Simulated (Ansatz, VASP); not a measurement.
**Cross-check of InAs between VASP and Ansatz**

One calculation is typed for both programs; each brings its own data sets and cutoff. How far apart do they land? The cell is taken from a series of VASP runs on this material, whose earlier steps may have relaxed, scaled or displaced it; both programs get it as it stands.

Main program and level: Ansatz 0.2.0; plane waves, with VASP 6.6.1 beside it; band structure at HSE06.

## Step 1: The starting structure

Symmetry: F-43m, No. 216, cubic system. The conventional cell has a = 6.058 Å, b = 6.058 Å, c = 6.058 Å, α = 90.00°, β = 90.00°, γ = 90.00°. Nearest to In lie 4 As at 2.62 Å. Nearest to As lie 4 In at 2.62 Å. Farther neighbours are not listed.

Coordinates:

```cif
data_structure
_symmetry_space_group_name_H-M 'F-43m'
_symmetry_Int_Tables_number 216
_cell_length_a 6.0580
_cell_length_b 6.0580
_cell_length_c 6.0580
_cell_angle_alpha 90.000
_cell_angle_beta 90.000
_cell_angle_gamma 90.000
_cell_volume 222.32
loop_
_atom_site_label
_atom_site_type_symbol
_atom_site_symmetry_multiplicity
_atom_site_Wyckoff_symbol
_atom_site_fract_x
_atom_site_fract_y
_atom_site_fract_z
_atom_site_occupancy
In1 In 4 a 0.00000 0.00000 0.00000 1
As1 As 4 c 0.25000 0.25000 0.25000 1
```

## Step 2: Ansatz: band structure, HSE06

Ansatz runs on its default PAW (the set named soft_2) files.

Levels along a path test the potential and the projectors away from the mesh points.

input.yaml

```yaml
crystal:
  lattice:
    - [0.0, 3.029, 3.029]
    - [3.029, 0.0, 3.029]
    - [3.029, 3.029, 0.0]
  atoms:
    - { symbol: In, position: [0.0, 0.0, 0.0] }
    - { symbol: As, position: [0.75, 0.75, 0.75] }
hamiltonian:
  xc: { exchange: pbe, correlation: pbe, exx: { coeff: 0.25, omega: 0.2 } }
  pseudopotentials: { kind: paw }
kpoints:
  mp_grid: { grid: [4, 4, 4] }
  band_path:
    path:
      - [0.0, 0.0, 0.0]
      - [0.5, 0.0, 0.5]
      - [0.5, 0.22222, 0.72222]
      - [0.40278, 0.34722, 0.75]
      - [0.125, 0.125, 0.25]
      - [0.27778, 0.27778, 0.27778]
      - [0.55556, 0.38889, 0.55556]
      - [0.58333, 0.25, 0.66667]
      - [0.5, 0.30556, 0.69444]
      - [0.48611, 0.48611, 0.52778]
      - [0.625, 0.25, 0.625]
      - [0.5, 0.0, 0.5]
    npoints: 1
scf:
  occupations: { method: gaussian, width: 0.03 }
  n_extra_bands: 7
output:
  forces: true
  stress: true
  eigenvalues: true
  write_density: true
  write_potential: true
  elf: true
  volumetric_format: npy
```

The run is started by

```bash
ansatz run input.yaml --threads 4 --pin off --max-ram 9216MiB --backend cpu --events-out ev --progress --plain --runs-dir out
```

Numbers of over 12 decimals in the logs are rounded to 6 here.

The log of the run:

```text
Warning: output.stress: scf.convergence.dr2_threshold = 1e-7 eV (the SCF's general default) is looser than the 2e-10 eV advised for a printed stress (1e-10 eV for each atom of the cell: 2). What an SCF threshold leaves in a stress goes as its square root, and in the free energy as the threshold itself, and one threshold admits the most on a small cell: [figures from the program's tests cut] Set scf.convergence.dr2_threshold to 2e-10 eV or tighter. The threshold is an SCF's pass mark: one that does not reach it within its budget of iterations ends unconverged, or closes short of it on a stop that the run arms, and scf.convergence.dr2_threshold's page says what that costs each kind of run
Warning: output.stress: scf.exx.energy_threshold = 1e-6 eV is looser than the 2e-8 eV advised for a stress under a hybrid functional (1e-8 eV for each atom of the cell: 2). Every SCF of the exchange loop can meet its threshold on dr2 while the loop round them stops early: no threshold on dr2 bounds what that leaves in the stress. Set scf.exx.energy_threshold to 2e-8 eV or tighter. The threshold is the loop's pass mark: a loop that does not reach it within its budget of cycles ends unconverged, and scf.exx.energy_threshold's page has the law
scf.n_extra_bands = 7 over 14 filled bands (N_el = 28.0): the run solves 21 bands
Engine: ansatz 0.2.0, aarch64-unknown-linux-gnu
Pseudopotentials: kind: paw
Pseudopotential: In, paw, valence charge 13, recommended cutoff 420 eV (normal), In.paw.azcp
Pseudopotential: As, paw, valence charge 15, recommended cutoff 420 eV (normal), As.paw.azcp
Functional definition: unnamed
  parameter a_1 = 0.25
  parameter omega_1 = 0.2/angstrom
  exchange = pbe_x + (-a_1)*pbe_x_sr(omega_1) + a_1*exact_x_sr(omega_1)
  correlation = pbe_c
Crystal: 2 atoms, lattice volume = 55.581 Å³
Basis set: ecut = 420 eV, 1067 PW (Γ), exchange–correlation on 60×60×60 points (8 copies of the dense FFT grid, shifted against one another)
Bands: 21, of which v1, the nominal top of the filled ones, is band 14 counted from 1 (13 counted from 0)
Symmetry: 24 space group operations
Space group: F-43m (ITA 216), of the structure as read, at distance tolerance 3.8e-5 Å
k-points: 8 of 64 (time reversal used)
Non-local potential: In, projectors of the file, l = 0: 2, l = 1: 2, l = 2: 2, l = 3: 2
Non-local potential: As, projectors of the file, l = 0: 2, l = 1: 2, l = 2: 3, l = 3: 1
PAW form: soft (Blöchl's): semilocal exchange-correlation on the pseudo side does not see the compensation charge
PAW frozen core: In, regenerated for the run's functional, and the local potential with it (the file was generated under x = pbe(κ = 0.804, μ = 0.219515), c = pbe(β = 0.066725))
PAW frozen core: As, regenerated for the run's functional, and the local potential with it (the file was generated under x = pbe(κ = 0.804, μ = 0.219515), c = pbe(β = 0.066725))
PAW one-centre angular grid: In, 590 points (default); XC on 64 Gauss nodes
PAW one-centre angular grid: As, 590 points (default); XC on 64 Gauss nodes
Initial density: superposition of atomic densities (neutral atoms: chi_scale 0, normalization atom), corrected by the library's trained network
Initial wavefunctions: pseudopotential atomic-orbital guess
Functional: x = pbe(κ = 0.804, μ = 0.219515), c = pbe(β = 0.066725), warm-up for x = pbe(κ = 0.804, μ = 0.219515) + 0.25 (exact − pbe) at short range (hse, ω = 0.2 Å⁻¹), c = pbe(β = 0.066725)
SCF iter   1: F=—  HF=-10454.296388 eV  |F-HF|=—  |Δ(HF+E_count)|=         —  Δρ=1.44e-3  dr2=2.07e-3  ethr=1.77e-3  ⟨swp⟩=13.4  Hψ=808  notcnv=0
preconditioner: auto → none  [insulator: Δε(μ)=0.914 eV  Ē_g=17.051 eV  σ=0.030 eV  W_gap=0.67  n_scr=14 (ndim 8)  ℏωp=21.1 eV  f_vac=0.107  D(μ)=1.61/eV (n_scr^D=14)]
iter 2 solved again at ethr=5.09e-7 eV; its pass at ethr=7.39e-6 eV (dr2=1.43e-4 eV) is discarded
SCF iter   2: F=—  HF=-10454.295990 eV  |F-HF|=—  |Δ(HF+E_count)|=   3.98e-4  Δρ=4.00e-4  dr2=1.43e-4  ethr=5.09e-7  ⟨swp⟩=2.2  Hψ=818  notcnv=0  defer=2
SCF iter   3: F=—  HF=-10454.295955 eV  |F-HF|=—  |Δ(HF+E_count)|=   3.52e-5  Δρ=1.48e-4  dr2=9.19e-6  ethr=5.09e-7  ⟨swp⟩=3.1  Hψ=358  notcnv=0  defer=1
SCF iter   4: F=—  HF=-10454.295979 eV  |F-HF|=—  |Δ(HF+E_count)|=   2.42e-5  Δρ=2.40e-5  dr2=3.41e-7  ethr=3.28e-8  ⟨swp⟩=3.6  Hψ=357  notcnv=0
SCF iter   5: F=—  HF=-10454.295979 eV  |F-HF|=—  |Δ(HF+E_count)|=   3.01e-7  Δρ=1.02e-5  dr2=2.63e-8  ethr=1.22e-9  ⟨swp⟩=3.5  Hψ=384  notcnv=0
SCF iter   6: F=—  HF=-10454.295979 eV  |F-HF|=—  |Δ(HF+E_count)|=   1.02e-7  Δρ=2.95e-6  dr2=3.95e-9  ethr=9.38e-11  ⟨swp⟩=4.0  Hψ=393  notcnv=0
SCF iter   7: F=-10454.295979 eV  HF=-10454.295979 eV  |F-HF|=1.35e-10  |Δ(HF+E_count)|=  9.46e-10  Δρ=5.64e-7  dr2=2.65e-10  ethr=1.41e-11  ⟨swp⟩=3.9  Hψ=367  notcnv=0
SCF 1 converged in 7 iterations: F = -10454.295979 eV  dr2 = 2.65e-10
  greatest PAW one-centre occupation: 0.999 electrons in one spin orbital (limit 2), on the As atom at site 1 (counted from 0), in its partial waves of l = 2
Initial density: handed on by an earlier stage of this run
Initial wavefunctions: those handed on with the density
Functional: x = pbe(κ = 0.804, μ = 0.219515) + 0.25 (exact − pbe) at short range (hse, ω = 0.2 Å⁻¹), c = pbe(β = 0.066725)
Exchange kernel: α = 0.2500, screened, ω = 0.2000 Å⁻¹, Wigner–Seitz truncation, v(0) = 1113.5170 eV·Å³, q-mesh 4×4×4, nearest image of the exchange supercell L = 17.13 Å, pair-density grid 18×18×18, without the augmentation charges, whose exchange is taken in its separable form by FFT convolution over the k-point mesh (sized by the pseudopotential files, 24×24×24 at the most), smooth part of the exact exchange by density-matrix convolution
Frozen-core exchange: fock
iter 1 solved again at ethr=4.16e-5 eV; its pass at ethr=1.00e-1 eV (dr2=1.16e-2 eV) is discarded
SCF iter   1: F=—  HF=-10459.539617 eV  |F-HF|=—  |Δ(HF+E_count)|=         —  Δρ=6.63e-3  dr2=1.38e-2  ethr=4.16e-5  ⟨swp⟩=5.2  Hψ=966  notcnv=0
preconditioner: auto → none  [insulator: Δε(μ)=0.394 eV  Ē_g=19.136 eV  σ=0.030 eV  W_gap=1.00  n_scr=14 (ndim 8)  ℏωp=21.1 eV  f_vac=0.105  D(μ)=0.00/eV (n_scr^D=0)]
[...]
SCF iter   4: F=—  HF=-10459.531007 eV  |F-HF|=—  |Δ(HF+E_count)|=   3.91e-6  Δρ=2.37e-4  dr2=1.08e-3  ethr=7.42e-7  ⟨swp⟩=3.6  Hψ=362  notcnv=0
SCF iter   5: F=—  HF=-10459.541704 eV  |F-HF|=—  |Δ(HF+E_count)|=   1.07e-2  Δρ=8.10e-4  dr2=2.37e-4  ethr=7.20e-8  ⟨swp⟩=5.0  Hψ=621  notcnv=0
SCF iter   6: F=—  HF=-10459.541630 eV  |F-HF|=—  |Δ(HF+E_count)|=   7.43e-5  Δρ=6.33e-5  dr2=1.91e-5  ethr=7.20e-8  ⟨swp⟩=4.0  Hψ=401  notcnv=0
SCF iter   7: F=-10459.541760 eV  HF=-10459.541763 eV  |F-HF|=3.02e-6  |Δ(HF+E_count)|=   1.33e-4  Δρ=1.07e-4  dr2=5.73e-6  ethr=2.58e-9  ⟨swp⟩=5.2  Hψ=610  notcnv=0
SCF 2 stopped early in 7 iterations: F = -10459.541760 eV  dr2 = 5.73e-6
hybrid outer 1: dexx = +1.220e-2 eV, tail = 7.59e-5 eV
Exchange kernel: α = 0.2500, screened, ω = 0.2000 Å⁻¹, Wigner–Seitz truncation, v(0) = 1113.5170 eV·Å³, q-mesh 4×4×4, nearest image of the exchange supercell L = 17.13 Å, pair-density grid 18×18×18, without the augmentation charges, whose exchange is taken in its separable form by FFT convolution over the k-point mesh (sized by the pseudopotential files, 24×24×24 at the most), smooth part of the exact exchange by density-matrix convolution
Frozen-core exchange: fock
SCF iter   1: F=—  HF=-10459.541950 eV  |F-HF|=—  |Δ(HF+E_count)|=         —  Δρ=5.25e-5  dr2=2.86e-6  ethr=1.36e-6  ⟨swp⟩=4.8  Hψ=360  notcnv=0
preconditioner: auto → none  [insulator: Δε(μ)=0.567 eV  Ē_g=19.119 eV  σ=0.030 eV  W_gap=1.00  n_scr=14 (ndim 8)  ℏωp=21.1 eV  f_vac=0.107  D(μ)=0.00/eV (n_scr^D=0)]
SCF iter   2: F=—  HF=-10459.541950 eV  |F-HF|=—  |Δ(HF+E_count)|=   3.83e-9  Δρ=1.50e-5  dr2=1.82e-6  ethr=4.37e-9  ⟨swp⟩=4.0  Hψ=483  notcnv=0
SCF iter   3: F=—  HF=-10459.541976 eV  |F-HF|=—  |Δ(HF+E_count)|=   2.62e-5  Δρ=2.99e-5  dr2=7.16e-7  ethr=2.31e-10  ⟨swp⟩=5.4  Hψ=569  notcnv=0  defer=1
SCF iter   4: F=—  HF=-10459.541975 eV  |F-HF|=—  |Δ(HF+E_count)|=   3.15e-7  Δρ=6.18e-6  dr2=3.20e-8  ethr=2.31e-10  ⟨swp⟩=4.0  Hψ=426  notcnv=0
SCF iter   5: F=—  HF=-10459.541975 eV  |F-HF|=—  |Δ(HF+E_count)|=   6.27e-9  Δρ=7.34e-7  dr2=1.71e-8  ethr=6.00e-11  ⟨swp⟩=3.0  Hψ=396  notcnv=0
SCF iter   6: F=-10459.541976 eV  HF=-10459.541976 eV  |F-HF|=7.90e-9  |Δ(HF+E_count)|=   1.14e-7  Δρ=3.72e-6  dr2=1.12e-8  ethr=1.00e-12  ⟨swp⟩=5.0  Hψ=534  notcnv=0
SCF 3 converged in 6 iterations: F = -10459.541976 eV  dr2 = 1.12e-8
  Residual-converged pass: ⟨swp⟩=2.0  Hψ=222  notcnv=0  max |occ|·‖R‖ = 2.3e-6 eV (tolerance 2.4e-6 eV)  dr2=1.12e-8  dr2_onsite=4.29e-10  max |Δocc| = 4.2e-51
hybrid outer 2: dexx = +8.484e-7 eV, tail = 4.08e-8 eV, Δε = 3.18e-3 eV (about 1.48e-4 eV left of the loop's levels)
NSCF: frozen V_eff on 12 k-points
hybrid SCF converged: 2 outer / 13 inner (+7 warm-up), last move |dexx| = 8.48e-7 eV, tail = 4.08e-8 eV
Stability not checked: this state was not tested for a lower state beside it, because the functional holds exact exchange (a hybrid, or Hartree-Fock), whose exchange loop this test does not read (fock_operator; see scf.lower_state_search)
Free energy (F): -10459.541976 eV
Frozen-core exchange: fock
Harris-Foulkes:  -10459.541976 eV  (|F-HF|=7.90e-9)
Internal energy: -10459.541976 eV  (E = F + TS)
E sigma→0 (E₀):  -10459.541976 eV
Fermi energy:    7.676050 eV
--- Per-component energies (eV) ---
  E_band       = -379.241590
  E_kinetic    = 346.683806
  E_local      = -3285.564788  (includes V_loc(G=0)·N_el)
  E_nonlocal   = -303.380743
  E_hartree    = 1592.372467
  E_xc         = -234.326972
  E_vxc        = -142.543266  (∫ρ·V_xc dr)
  E_exx        = -94.066848  (= α·E_x^exact, valence–valence)
  E_paw        = -5962.392118  (= ΣΔE_a)
  E_vpaw       = 8.950283  (= ΣTr[D̂ρ^β])
  E_aug_tail   = 0.000035  (compensation charges beyond the density's cutoff)
  E_ewald      = -2518.619559
  E_core_change = -0.247254  (= ΣΔE_core)
  E_smearing   = -0.000000  (= −TS)
  E_closure    = 0.000000  (closes the sum)
  Σ components = -10459.541976   (vs F -10459.541976, Δ=0.00e0)
--- Forces (eV/Å), atoms counted from 1 ---
  atom   1  In    -0.00000000    -0.00000000    -0.00000000
  atom   2  As     0.00000000    -0.00000000    -0.00000000
  max |Σ_I F_I| component: 3.05e-16 eV/Å
--- Stress (GPa, compression-positive) ---
        1.658637      -0.000000      -0.000000
        0.000000       1.658637       0.000000
       -0.000000       0.000000       1.658637
  P = ⅓ Tr σ = 1.6586 GPa (16.586 kbar)
--- Band table (eV; the first three rows and the last of 8) ---
  k-point 0: bands = [... 10 lower, -5.5767, 7.3913, 7.3913, 7.3913, 7.9590, 12.0711, 12.0711, 12.0711, ... 3 higher]
  k-point 1: bands = [... 10 lower, -4.9252, 3.4978, 6.7821, 6.7821, 9.3720, 12.8292, 12.8292, 13.4237, ... 3 higher]
  k-point 2: bands = [... 10 lower, -3.9777, 1.1596, 6.3250, 6.3250, 9.0670, 12.8596, 12.8596, 15.1158, ... 3 higher]
  k-point 7: bands = [... 10 lower, -3.3223, 1.2559, 4.2090, 4.3230, 12.3974, 12.5412, 13.2846, 14.2548, ... 3 higher]
```

Wall time 25 s (4 threads of Arm Neoverse V1, shared host); peak memory 0.78 GiB; 92 s of CPU time.

In the SCF lines HF is the Harris–Foulkes energy and dr2 the Hartree energy of the density residual, in eV; the loop may stop once dr2 is under the threshold and the program's other checks hold. Hψ counts applications of the Hamiltonian.

[end of part 1 of 2]

[Lines on the potential files, build, host, timing and source positions are cut from VASP's logs without a mark.]

[Logs are printed without paths, hosts, clocks, repeated set-up lines and the standing remarks that a program may print on its own settings, such as how far it seeks lower states.]

[Hosts, paths, dates, database ids (printed as entryN), source tags and the programs' standing remarks are cut or masked in the printed files.]
